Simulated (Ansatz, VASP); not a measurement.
**AlN: VASP beside Ansatz**

```
CELL_PARAMETERS angstrom
3.29556 0.00000 0.00000
-1.64778 2.86838 0.00000
0.00000 0.00000 4.18756
ATOMIC_POSITIONS crystal
Al 0.33333 0.66667 0.75000
Al 0.66667 0.33333 0.25000
N 0.33333 0.66667 0.25000
N 0.66667 0.33333 0.75000
```

Change from the starting cell: strain -0.0050 x Voigt [1, 0, 0, 0, 0, 0], atoms carried along.

Alike in both runs: task single point; functional LDA; k mesh 9 × 9 × 6; occupations gaussian, width 0.05 eV; no spin polarisation.

|  | VASP | Ansatz |
| --- | --- | --- |
| version | VASP 6.6.1 | Ansatz 0.2.0 |
| potentials or method | VASP PAW LDA potentials, release 64 (Al, N) | scalar-relativistic, plane waves, PAW |
| plane-wave cutoff (eV) | 520 | 420 |
| valence electrons in the cell | 16 | 16 |

```tsv
	VASP	Ansatz	Ansatz less VASP
gap on the k mesh at the Fermi level (eV)	3.32	3.31	-0.009
least direct gap on the mesh (eV)	3.32	3.31	-0.009
pressure (GPa)	-7.2	-7.6	-0.47
largest component of the traceless stress (GPa)	1.22	1.10	-0.122
rms of the force components (eV/Å)	0.034	0.033	-0.0011
```

Atom by atom the forces differ by 0.001 eV/Å (rms over components).

Caveats: an odd mesh through Γ misses points on the zone boundary, where band edges often lie.
